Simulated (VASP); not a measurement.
# HgSe (F-43m) in VASP: a series of runs, part 2 of 2

VASP 6.6.1. Earlier steps stand in the parts before.

## Step 4: Single point, PBE+D4

Contents of INCAR:

```
ALGO = Fast ; EDIFF = 1E-7
ENCUT = 520 ; GGA = PE
ISIF = 2 ; ISMEAR = -1
IVDW = 13 ; LASPH = True
LCHARG = True ; LELF = True
LREAL = False ; LVHAR = True
LWAVE = False ; NBANDS = 16
NELM = 100 ; PREC = Accurate
SIGMA = 0.02
```

Contents of KPOINTS:

```
k-points
0
Gamma
  6 6 6
```

Contents of POSCAR:

```
HgSe
1.0
    0.0000000000      3.0926650940      3.0926650940
    3.0926650940      0.0000000000      3.0926650940
    3.0926650940      3.0926650940      0.0000000000
Hg Se
1 1
Direct
    0.0000000000      0.0000000000      0.0000000000
    0.2500000000      0.2500000000      0.2500000000
```

Potentials or basis: VASP PAW PBE potentials, release 64 (Hg, Se).

The run is started by

```
> cat potpaw_PBE.64/Hg/POTCAR potpaw_PBE.64/Se/POTCAR > POTCAR
> mpirun -np 1 vasp_std > vasp.out
```

OUTCAR:

```text
EDIFF = 1E-7
   ENCUT = 520
   GGA = PE
   ISIF = 2
   ISMEAR = -1
   IVDW = 13
   LASPH = True
   LREAL = False
   NELM = 100
   PREC = Accurate

 ion  position               nearest neighbor table
   1  0.000  0.000  0.000-   2 2.68   2 2.68   2 2.68   2 2.68
   2  0.250  0.250  0.250-   1 2.68   1 2.68   1 2.68   1 2.68

  LATTYP: Found a face centered cubic cell.
 ALAT       =     6.1853301880

  Lattice vectors:

 A1 = (   0.0000000000,   3.0926650940,   3.0926650940)
 A2 = (   3.0926650940,   0.0000000000,   3.0926650940)
 A3 = (   3.0926650940,   3.0926650940,   0.0000000000)

Analysis of symmetry for initial positions (statically):
=====================================================================
 Subroutine PRICEL returns:
 Original cell was already a primitive cell.

 Routine SETGRP: Setting up the symmetry group for a
 face centered cubic supercell.

 Subroutine GETGRP returns: Found 24 space group operations
 (whereof 24 operations were pure point group operations)
 out of a pool of 48 trial point group operations.

The static configuration has the point symmetry T_d .

Analysis of symmetry for dynamics (positions and initial velocities):
=====================================================================
 Subroutine PRICEL returns:
 Original cell was already a primitive cell.

 Routine SETGRP: Setting up the symmetry group for a
 face centered cubic supercell.

 Subroutine GETGRP returns: Found 24 space group operations
 (whereof 24 operations were pure point group operations)
 out of a pool of 48 trial point group operations.

The dynamic configuration has the point symmetry T_d .

 Subroutine INISYM returns: Found 24 space group operations
 (whereof 24 operations are pure point group operations),
 and found     1 'primitive' translations

----------------------------------------------------------------------------------------

                                     Primitive cell

  volume of cell :      59.1601

  direct lattice vectors                    reciprocal lattice vectors
     0.000000000  3.092665094  3.092665094    -0.161672857  0.161672857  0.161672857
     3.092665094  0.000000000  3.092665094     0.161672857 -0.161672857  0.161672857
     3.092665094  3.092665094  0.000000000     0.161672857  0.161672857 -0.161672857

  length of vectors
     4.373688920  4.373688920  4.373688920     0.280025602  0.280025602  0.280025602

  position of ions in fractional coordinates (direct lattice)
     0.000000000  0.000000000  0.000000000
     0.250000000  0.250000000  0.250000000

  ion indices of the primitive-cell ions
   primitive index   ion index
                 1           1
                 2           2

----------------------------------------------------------------------------------------

 KPOINTS: k-points

Automatic generation of k-mesh.
 Grid dimensions read from file:
 generate k-points for:    6    6    6

 Generating k-lattice:

  Cartesian coordinates                     Fractional coordinates (reciprocal lattice)
    -0.026945476  0.026945476  0.026945476     0.166666667  0.000000000  0.000000000
     0.026945476 -0.026945476  0.026945476     0.000000000  0.166666667  0.000000000
     0.026945476  0.026945476 -0.026945476     0.000000000  0.000000000  0.166666667

  Length of vectors
     0.046670934  0.046670934  0.046670934

  Shift w.r.t. Gamma in fractional coordinates (k-lattice)
     0.000000000  0.000000000  0.000000000

 Subroutine IBZKPT returns following result:
 ===========================================

 Found     16 irreducible k-points:

 Following reciprocal coordinates:
            Coordinates               Weight
  0.000000  0.000000  0.000000      1.000000
  0.166667  0.000000  0.000000      8.000000
  0.333333  0.000000  0.000000      8.000000
  0.500000  0.000000  0.000000      4.000000
  0.166667  0.166667  0.000000      6.000000
  0.333333  0.166667  0.000000     24.000000
[... 8 lines left out ...]
 -0.333333  0.333333  0.166667     24.000000
 -0.333333  0.500000  0.166667     12.000000
   k-points           NKPTS =     16   k-points in BZ     NKDIM =     16   number of bands    NBANDS=     16
   number of dos      NEDOS =    301   number of ions     NIONS =      2
   total plane-waves  NPLWV =  46656
   dimension x,y,z NGX =    36 NGY =   36 NGZ =   36
   dimension x,y,z NGXF=    72 NGYF=   72 NGZF=   72
   ions per type =               1   1
   NGX,Y,Z   is equivalent  to a cutoff of  13.68, 13.68, 13.68 a.u.
   NGXF,Y,Z  is equivalent  to a cutoff of  27.37, 27.37, 27.37 a.u.
 SYSTEM =  unknown system
   PREC   = accura    normal or accurate (medium, high low for compatibility)
   ISTART =      0    job   : 0-new  1-cont  2-samecut
   ICHARG =      2    charge: 1-file 2-atom 10-const
   ISPIN  =      1    spin polarized calculation?
   LNONCOLLINEAR =      F non collinear calculations
   LSORBIT =      F    spin-orbit coupling
   LASPH  =      T    aspherical Exc in radial PAW
   ENCUT  =  520.0 eV  38.22 Ry    6.18 a.u.   8.13  8.13  8.13*2*pi/ulx,y,z
   NELM   =    100;   NELMIN=  2; NELMDL= -5     # of ELM steps
   EDIFF  = 0.1E-06   stopping-criterion for ELM
   LREAL  =      F    real-space projection
   EDIFFG = 0.1E-05   stopping-criterion for IOM
   NSW    =      0    number of steps for IOM
   IBRION =     -1    ionic relax: 0-MD 1-quasi-New 2-CG
   NFREE  =      0    steps in history (QN), initial steepest desc. (CG)
   ISIF   =      2    stress and relaxation
   ISYM   =      2    0-nonsym 1-usesym 2-fastsym
   POTIM  = 0.5000    time-step for ionic-motion
   TEBEG  =    0.0;   TEEND  =   0.0 temperature during run
   PSTRESS=    0.0 pullay stress
   NELECT =      18.0000    total number of electrons
   NUPDOWN=      -1.0000    fix difference up-down
   EMIN   =  10.00;   EMAX   =-10.00  energy-range for DOS
   EFERMI =   0.00;   METHOD = LEGACY
   ISMEAR =    -1;   SIGMA  =   0.02  broadening in eV -4-tet -1-fermi 0-gaus
   EFERMI_NEDOS =   21; number of points for ismear=-14 and -15
   IALGO  =     68    algorithm
   IMIX   =      4    mixing-type and parameters
     AMIX     =   0.40;   BMIX     =  1.00
     AMIX_MAG =   1.60;   BMIX_MAG =  1.00
  volume/ion in A,a.u.               =      29.58       199.62
  Fermi-wavevector in a.u.,A,eV,Ry     =   1.101090  2.080758 16.495689  1.212399
  Thomas-Fermi vector in A             =   2.237512
   LORBIT       =      0    0 simple, 1 ext, 2 COOP (PROOUT), +10 PAW based schemes
   GGA     = PE    functional components
   LHFCALC =     F    Hartree Fock is set to
   AEXX    =    0.0000 exact exchange contribution
   IVDW    =    13    specifies the selected vdW correction
   LEPSILON=     F    determine dielectric tensor
   LRPA    =     F    only Hartree local field effects (RPA)
 non-spin polarized calculation
 RMM-DIIS sequential band-by-band and
  energy-cutoff  :      520.00
  volume of cell :       59.16
 maximum number of plane-waves:      1639
 NGX is ok and might be reduce to    36
   NGX = 17   NGY = 17   NGZ = 17

 number of electron      18.0000001 magnetization

 Free energy of the ion-electron system (eV)
  ---------------------------------------------------
  ext. energy  EPLUGINS =         0.00000000
  ---------------------------------------------------
  free energy    TOTEN  =        -4.06743817 eV

  energy without entropy =       -4.06708444  energy(sigma->0) =       -4.06726131

 E-fermi :   1.2917     XC(G=0):  -8.8110

 val. band max:        1.2778394701   @ k =   0.0000   0.0000   0.0000
 cond. band min:       2.0660540340   @ k =   0.1667   0.0000   0.0000
 fundamental gap:      0.7882145640
 Fermi energy:         1.2917038125

 k-point     1 :       0.0000    0.0000    0.0000
  band No.  band energies     occupation
      1     -11.8391      2.00000
      2      -5.6043      2.00000
      3      -5.6043      2.00000
      4      -5.6043      2.00000
      5      -4.9449      2.00000
      6      -4.9449      2.00000
[... 8 lines left out ...]
     15      12.4960      0.00000
     16      12.4961      0.00000
[... 267 lines left out ...]
 k-point    16 :      -0.3333    0.5000    0.1667
  band No.  band energies     occupation
      1     -11.2744      2.00000
      2      -5.3543      2.00000
      3      -5.2321      2.00000
      4      -5.0885      2.00000
      5      -4.9108      2.00000
      6      -4.4597      2.00000
[... 8 lines left out ...]
     15      13.5891      0.00000
     16      13.7631      0.00000

------------------------ aborting loop because EDIFF is reached ----------------------------------------

  DFT-D4 for vdW energy calculation

  Edisp (eV):   -0.65791

  FORCE on cell =-STRESS in cart. coord.  units (eV):
  Direction    XX          YY          ZZ          XY          YZ          ZX
  --------------------------------------------------------------------------------------
  -------------------------------------------------------------------------------------
  Total      -0.00743    -0.00743    -0.00743     0.00000     0.00000    -0.00000
  in kB      -0.20133    -0.20133    -0.20133     0.00000     0.00000    -0.00000
  external pressure =       -0.20 kB  Pullay stress =        0.00 kB

 VOLUME and BASIS-vectors are now :
 -----------------------------------------------------------------------------
  energy-cutoff  :      520.00
  volume of cell :       59.16
      direct lattice vectors                 reciprocal lattice vectors
     0.000000000  3.092665094  3.092665094    -0.161672857  0.161672857  0.161672857
     3.092665094  0.000000000  3.092665094     0.161672857 -0.161672857  0.161672857
     3.092665094  3.092665094  0.000000000     0.161672857  0.161672857 -0.161672857

 POSITION                                       TOTAL-FORCE (eV/Angst)
 -----------------------------------------------------------------------------------
      0.00000      0.00000      0.00000        -0.000000     -0.000000     -0.000000
      1.54633      1.54633      1.54633         0.000000      0.000000      0.000000
 -----------------------------------------------------------------------------------
    total drift:                               -0.000000     -0.000000      0.000000

  FREE ENERGIE OF THE ION-ELECTRON SYSTEM (eV)
  ---------------------------------------------------
  free  energy   TOTEN  =        -4.7253499890 eV

  energy  without entropy=       -4.7249962548  energy(sigma->0) =       -4.72517312
```

It took 8.8 s on 1 thread of Intel Xeon 6975P-C (Granite Rapids), shared host; peak memory 0.2 GiB.

Results:

* Free energy: -4.7253 eV
* Pressure: 0.0 GPa
* Band gap on the k mesh: none (metal or under the smearing width)
* Dispersion energy per atom: -0.329 eV

Caveat: pairwise dispersion overbinds metals, which lowers pressure and volume. Spin-orbit coupling is left out, which matters for the levels of Hg.

## Step 5: Summary

| level | k mesh | exchange at q = 0 | grid for exact exchange (PRECFOCK) | screening parameter | mesh quality | gap on the mesh (eV) | pressure (GPa) |
| --- | --- | --- | --- | --- | --- | --- | --- |
| HSE06 | 4 × 4 × 4 | truncated | Normal | 0.2079 1/A | coarse | none | 0.3 |
| PBE | 6 × 6 × 6 | - | - | - | not flagged | none | 1.9 |
| PBE+D4 | 6 × 6 × 6 | - | - | - | not flagged | none | 0.0 |

Alike in all rows: task single point; potentials or basis VASP PAW PBE potentials, release 64 (Hg, Se); no spin polarisation; cell as given; cutoff (eV) 520; smearing fermi-dirac 0.02 eV.

Caveats: some runs use coarse meshes; the PAW data sets were made with another functional, which shifts forces and pressure a little (some runs); pairwise dispersion overbinds metals, which lowers pressure and volume (some runs).

Total energies depend on the potentials used, so only differences within one code and one set of settings carry meaning.
